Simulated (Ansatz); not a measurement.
Runs of Ansatz 0.2.0 on KCl (Sylvite). The structure is cubic, space group Fm-3m (No. 225). The conventional cell has a = 6.293 Å, b = 6.293 Å, c = 6.293 Å, α = 90.00°, β = 90.00°, γ = 90.00°. Around K (site symmetry m-3m) lie 6 Cl at 3.15 Å. Cl (site symmetry m-3m) is surrounded by 6 K at 3.15 Å. 

```csv
task,level,potentials or basis,cell,k mesh,cutoff (eV),smearing,q mesh,points for each segment of the path,temperature,other keys,gap on the mesh (eV),pressure (GPa)
electric field gradients,exchange-only PBE,JTH PAW,volume scaled by 1.25,7 × 7 × 7,930,fermi-dirac 0.025 eV,-,-,-,-,(c),-0.1
Born charges and dielectric tensor,LDA,Ansatz PAW,as given,7 × 7 × 7,420,fixed,-,-,-,-,4.74,-
relaxation of the atoms,r2SCAN+D4,Ansatz PAW,"atoms relaxed from: atoms moved at random, drawn with an rms of 0.15 Å",6 × 6 × 6,500,fixed,-,-,-,-,5.83,-0.2
phonons,PBEsol+D4,Ansatz PAW,volume scaled by 0.8,8 × 8 × 8,420,fermi-dirac 0.025 eV,2 × 2 × 2,8,-,scf.lower_state_search = standard; …,5.84,-
electrostatic potential,rPW86-PBE,Ansatz PAW,volume scaled by 0.92,7 × 7 × 7,420,fixed,-,-,-,-,(b),(a)
single point,CAM-B3LYP+D3(BJ),Ansatz PAW,as given,5 × 5 × 5,420,gaussian 0.15 eV,-,-,-,-,9.38,-1.2
density of states,SVWN5,JTH PAW LDA,as given,7 × 7 × 7,930,methfessel-paxton 0.05 eV,-,-,-,-,4.74,-1.9
```

Alike in all rows: no spin polarisation.

Task: Fill in the values left out.

Result: (a) 2.8; (b) 5.33; (c) 4.32.

Caveats: odd divisions of the mesh miss points on the zone boundary, where band edges often lie, so the gap on the mesh can be too wide (some runs); the PAW data sets come from PBE, with cores solved anew for the run's functional, which leaves a small shift of forces and pressure (some runs); the thresholds are loose for stress (some runs); some levels weren't fully converged (some runs).

A k mesh can miss the band edges.

Runs at the PBE level aren't shown here.
